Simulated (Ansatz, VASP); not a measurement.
# One calculation of Sn, two programs

```
CELL_PARAMETERS angstrom
-2.02919 2.02919 1.66076
2.02919 -2.02919 1.66076
2.02919 2.02919 -1.66076
ATOMIC_POSITIONS crystal
Sn 0.00000 0.00000 0.00000
```

This isn't the form of Sn at room conditions, which is tetragonal (white tin).

Alike in both runs: task single point; functional PBEsol; k mesh 10 × 10 × 10; occupations gaussian, width 0.05 eV; no spin polarisation.

```csv
,VASP,Ansatz
version,VASP 6.6.1,Ansatz 0.2.0
potentials or method,"VASP PAW PBE potentials, release 64 (Sn_d), cutoff 520 eV","all-electron LAPW, scalar-relativistic"
```

```tsv
	VASP	Ansatz	Ansatz less VASP
gap on the k mesh at the Fermi level (eV)	none	none	-
pressure (GPa)	-2.0	-2.0	+0.01
largest component of the traceless stress (GPa)	0.73	0.73	+0.002
```

A gap of «none» marks a metal or a gap that the smearing closes. Ansatz ran all-electron here, so the differences hold the error of VASP's frozen core and of both bases.

Caveats: the PAW data sets were made with another functional, which shifts forces and pressure a little (VASP).
